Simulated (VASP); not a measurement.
Calculation: PBE GGA, VASP's PBE PAW potentials (set 64) (plane waves; VASP 6.6.1).

The input files of a VASP run:

**POSCAR**
```
AlSb
6.2207980
  0.0000000000   0.5000000000   0.5000000000
  0.5000000000   0.0000000000   0.5000000000
  0.5000000000   0.5000000000   0.0000000000
Al Sb
1 1
direct
  0.0000000000   0.0000000000   0.0000000000
  0.2500000000   0.2500000000   0.2500000000
```

KPOINTS:
```
Automatic mesh
0
Gamma
4 4 4
0 0 0
```

**INCAR**
```
! general
SYSTEM=AlSb
PREC  =Normal
ENCUT =350
LREAL =.FALSE.
LASPH =.TRUE.

! electronic loop
EDIFF =1E-8
NELM  =100
ALGO  =Normal

! smearing
ISMEAR=0
SIGMA =0.01

! functional
GGA   =PE

! output
LWAVE =.TRUE.
LCHARG=.FALSE.
```

POTCAR, in this order: Al_GW Sb_d_GW (PBE.64 set). Program: vasp_std.

Output

### OSZICAR
```
       N       E                     dE             d eps       ncg     rms          rms(c)
DAV:   1     0.107852540672E+03    0.10785E+03   -0.65927E+03   228   0.914E+03
DAV:   2     0.292743859304E+01   -0.10493E+03   -0.10189E+03   371   0.852E+02
DAV:   3    -0.780257426070E+01   -0.10730E+02   -0.10715E+02   296   0.111E+02
DAV:   4    -0.817814259227E+01   -0.37557E+00   -0.37523E+00   288   0.219E+01
DAV:   5    -0.821164849930E+01   -0.33506E-01   -0.33505E-01   336   0.818E+00    0.254E+00
DAV:   6    -0.814259306319E+01    0.69055E-01   -0.66140E-02   336   0.280E+00    0.153E+00
DAV:   7    -0.811894039926E+01    0.23653E-01   -0.64991E-02   263   0.535E+00    0.233E-01
DAV:   8    -0.812047263628E+01   -0.15322E-02   -0.47886E-03   268   0.241E+00    0.836E-02
DAV:   9    -0.812119160120E+01   -0.71896E-03   -0.12685E-03   218   0.711E-01    0.291E-02
DAV:  10    -0.812118745049E+01    0.41507E-05   -0.97119E-05   353   0.258E-01    0.101E-02
DAV:  11    -0.812120674440E+01   -0.19294E-04   -0.33078E-05   258   0.126E-01    0.493E-03
DAV:  12    -0.812120604814E+01    0.69626E-06   -0.40709E-06   294   0.706E-02    0.154E-03
DAV:  13    -0.812120646370E+01   -0.41556E-06   -0.51545E-07   243   0.109E-02    0.284E-04
DAV:  14    -0.812120651464E+01   -0.50937E-07   -0.47223E-08   268   0.561E-03    0.747E-05
DAV:  15    -0.812120649858E+01    0.16058E-07   -0.26825E-09   144   0.923E-04    0.310E-05
DAV:  16    -0.812120649585E+01    0.27285E-08   -0.12119E-09   139   0.203E-03
   1 F= -.81212065E+01 E0= -.81212065E+01  d E =-.127309E-21
```

OUTCAR:
```
------------------------ aborting loop because EDIFF is reached ----------------------------------------
  FORCE on cell =-STRESS in cart. coord.  units (eV):
  Direction    XX          YY          ZZ          XY          YZ          ZX
  --------------------------------------------------------------------------------------
  Total       -0.0627460     -0.0627460     -0.0627460     -0.0000000     -0.0000000     -0.0000000
  in kB       -1.6703912     -1.6703912     -1.6703912     -0.0000000     -0.0000000     -0.0000000
  external PRESSURE =      -1.6703912 kB  Pullay stress =       0.0000000 kB
  volume of cell :       60.18
      direct lattice vectors                 reciprocal lattice vectors
     0.000000000  3.110399000  3.110399000    -0.160751080  0.160751080  0.160751080
     3.110399000  0.000000000  3.110399000     0.160751080 -0.160751080  0.160751080
     3.110399000  3.110399000  0.000000000     0.160751080  0.160751080 -0.160751080
 POSITION                                       TOTAL-FORCE (eV/Angst)
 -----------------------------------------------------------------------------------
      0.00000      0.00000      0.00000        -0.000000     -0.000000     -0.000000
      1.55520      1.55520      1.55520         0.000000      0.000000      0.000000
 -----------------------------------------------------------------------------------
    total drift:                               -0.000013     -0.000013     -0.000015
  FREE ENERGIE OF THE ION-ELECTRON SYSTEM (eV)
  ---------------------------------------------------
  free  energy   TOTEN  =        -8.1212064958 eV

  energy  without entropy=       -8.1212064958  energy(sigma->0) =       -8.12120650
```
(Selected blocks of OUTCAR.)

OUTCAR:
```
 val. band max:        3.1345989100   @ k =   0.0000   0.0000   0.0000

 cond. band min:       4.3636764625   @ k =   0.5000   0.0000   0.0000


 Fermi energy:         3.1995298923

 k-point     1 :       0.0000    0.0000    0.0000
  band No.  band energies     occupation
      1     -24.9625      2.00000
      2     -24.9625      2.00000
      3     -24.9625      2.00000
      4     -24.9440      2.00000
      5     -24.9440      2.00000
      6      -7.3686      2.00000
      7       3.1346      2.00000
      8       3.1346      2.00000
      9       3.1346      2.00000
     10       4.4175      0.00000
     11       6.2090      0.00000
     12       6.2090      0.00000
     13       6.2090      0.00000

 k-point     2 :       0.2500    0.0000    0.0000
  band No.  band energies     occupation
      1     -24.9615      2.00000
      2     -24.9610      2.00000
      3     -24.9610      2.00000
      4     -24.9443      2.00000
      5     -24.9443      2.00000
      6      -6.8488      2.00000
      7      -0.1202      2.00000
      8       2.6155      2.00000
      9       2.6156      2.00000
     10       4.7744      0.00000
     11       6.8813      0.00000
     12       6.8813      0.00000
     13       8.5451      0.00000

 k-point     3 :       0.5000    0.0000    0.0000
  band No.  band energies     occupation
      1     -24.9614      2.00000
      2     -24.9598      2.00000
      3     -24.9598      2.00000
      4     -24.9433      2.00000
      5     -24.9433      2.00000
      6      -6.0615      2.00000
      7      -2.1311      2.00000
      8       2.2592      2.00000
      9       2.2592      2.00000
     10       4.3637      0.00000
     11       6.8528      0.00000
     12       6.8529      0.00000
     13       9.7062      0.00000

 k-point     4 :       0.2500    0.2500    0.0000
  band No.  band energies     occupation
      1     -24.9632      2.00000
      2     -24.9593      2.00000
      3     -24.9593      2.00000
...
```

Unless said otherwise, spin-orbit coupling is left out, though it shifts the bands of the heavy elements here.

The compound is AlSb in the zinc blende structure. This cell is one point of a volume scan, at 1.04 of the reference volume. The k-mesh is coarse (spacing up to 0.44 per Å, 2π included), so the numbers may not be converged in it.
